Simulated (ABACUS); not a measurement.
The system is MgO.

```xyz
2
Lattice="0.0000 2.0970 2.0970 2.0970 0.0000 2.0970 2.0970 2.0970 0.0000" Properties=species:S:1:pos:R:3 pbc="T T T"
Mg    0.0000    0.0000    0.0000
O     2.0970    2.0970    2.0970
```

The cell is a database's computed one.

Base run:

```yaml
Program: ABACUS 3.10.1
Functional: PW91
Potentials_or_basis: PseudoDojo NC SR 0.5 PBE stringent
Cutoff: 1252 eV
Density_cutoff: 5007 eV
Basis: plane waves
k_mesh: 9 × 9 × 9
Occupations: fermi-dirac, width 0.05 eV
Spin: no spin polarisation
```

Its results: band gap on the k mesh 4.92 eV, direct; pressure 6.6 GPa.

Problem. The run is repeated on the same cell with these changes: functional from PW91 to BP86; potentials or basis from PseudoDojo NC SR 0.5 PBE stringent to PseudoDojo NC SR 0.5 PBE standard; cutoff from 1252 eV to 1143 eV; density cutoff from 5007 eV to 4572 eV. What comes out?

Solution. Band gap on the k mesh 4.99 eV, direct; pressure 7.2 GPa.

Caveats: the potentials were made for another functional, which shifts forces and pressure; an odd mesh through Γ misses points on the zone boundary, where band edges often lie.

Not every run made on this cell is shown here.
